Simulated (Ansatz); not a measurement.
**Worked example: C4H9I + AlH(CH3)(OH) → C4H10O + AlH(CH3)I**

Species: C4H9I `CC(C)(C)I`, singlet; AlH(CH3)(OH), singlet; C4H10O (tert-butanol) `CC(C)(C)O`, singlet; AlH(CH3)I, singlet. The partners trade I for OH: C–I and Al–OH bonds give way to C–OH and Al–I.

Shapes, held fixed at every level: PBE0-D4/def2-TZVP. Flexible molecules stand in one conformer, not always the lowest. Programs: Ansatz 0.2.0. Electronic energies: no zero-point or thermal term.

At CCSD(T)/def2-TZVPP; 1 Eh = 2625.50 kJ/mol:

```
     species  energy (Eh)
       C4H9I  -454.705305
AlH(CH3)(OH)  -358.229839
      C4H10O  -233.292689
   AlH(CH3)I  -579.636433
```

**Question.** Work out ΔE of the reaction at this level.

**Answer.** 
1. Products less reactants: (-233.292689) + (-579.636433) − [(-454.705305) + (-358.229839)] = 0.006022 Eh = +15.8 kJ/mol.

Other levels give -5.7 (CCSD(T)/def2-SVP) to +14.9 kJ/mol (B2PLYP/def2-TZVPP). No measured value is set beside it here. For atoms past krypton def2 sets carry core potentials with scalar relativity. Outer-core shells of I are correlated in most correlated rows, in sets that cover them unevenly. The median of the other levels is +7.3 kJ/mol.
